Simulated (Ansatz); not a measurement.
# SiC: the gap under pressure

SiC, P6_3mc, a = 3.075 Å, c = 5.048 Å. The compound has several low-lying forms, and this is one of them. Ansatz: r2SCAN, PAW, 500 eV, Γ-centred 12×12×6 mesh on 4 atoms, Gaussian smearing 0.02 eV; no spin polarisation. Cell and atoms are relaxed at each pressure, and no other structure is tried, so the rows at high pressure may lie past a change of phase. The gap is sought over the whole zone. The pressures are the targets, met within 0.01 GPa.

| P (GPa) | gap y (eV) |
| --- | --- |
| -1.0 | ? |
| 0.0 | 2.652 |
| 1.0 | 2.645 |
| 4.0 | 2.629 |
| 12.0 | 2.582 |
| 25.0 | 2.516 |
| 50.0 | 2.411 |
| 90.0 | 2.280 |

Task: Fit y = E0 + αP + βP² to the other rows and predict the missing gap.

Result: Least squares on the rows shown. y = 2.6507 − 0.0057625 P + 1.8333×10⁻⁵ P². So α = -5.8 meV/GPa at zero pressure. With a term in P³ added, the coefficient of P becomes -0.006190, 7 % more, which shows how far this figure hangs on the form. At P = -1.0 the fit asked for gives 2.656 eV. The run gave 2.659 eV, so the fit is 0.003 eV too low, within twice the rms miss on the fitted rows (0.002 eV).

Semilocal functionals give gaps under the measured ones; changes of the gap mostly carry over better.